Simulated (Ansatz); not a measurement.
## HfO2 under changes of volume

One of the cells (11.152 Å³/atom); the others are scaled copies at fixed shape and fractional positions:

```
Hf O
1.0
     0.00000    2.55750    2.55750
     2.55750    0.00000    2.55750
     2.55750    2.55750    0.00000
Hf O
1 2
Direct
  0.00000 0.00000 0.00000
  0.75000 0.75000 0.75000
  0.25000 0.25000 0.25000
```

Measurements of this composition are mostly on another form, of space group No. 14.

| Quantity | Value |
| --- | --- |
| Program | Ansatz 0.2.0 |
| Functional | PBEsol |
| Potentials or basis | all-electron LAPW, scalar-relativistic |
| Cutoff | 371 eV (chosen from the basis error) |
| Basis error allowed | 0.001 eV/atom |
| k mesh | 9 × 9 × 9 |
| Occupations | fermi-dirac, width 0.05 eV |
| Spin | no spin polarisation |

```csv
volume (Å³/atom),energy over the lowest point (meV/atom),pressure (GPa),gap on the mesh (eV)
10.483,3.54,5.5,3.85
10.706,0.00,-0.3,3.80
10.929,4.12,-5.5,3.75
11.152,?,?,?
11.375,32.24,-14.4,3.64
11.598,54.91,-18.1,3.60
11.821,82.52,-21.5,3.55
```

**Question.** What does the run at 11.152 Å³/atom give?

**Answer.** Energy over the lowest point 15.10 meV/atom; pressure -10.2 GPa; gap on the mesh 3.69 eV.

Worked out: A Birch-Murnaghan fit of order 3 (a polynomial in V^(-2/3)) to the other rows has its minimum at 10.69 Å³/atom with B0 = V·E''(V) = 265 GPa and B' = 4.3. It gives 15.10 meV/atom at 11.152 Å³/atom, against the run's 15.10, and -dE/dV = -10.2 GPa, against -10.2. A straight line through the other rows of the gap, of slope -2.52 eV per unit of ln V, gives 3.70 eV, against the run's 3.69.

Energies are extrapolated to zero smearing.

Caveats: spin-orbit coupling is left out, which moves the levels of the heavy elements; an odd mesh through Γ misses points on the zone boundary, where band edges often lie.

The runs don't all hold the same shells in valence.
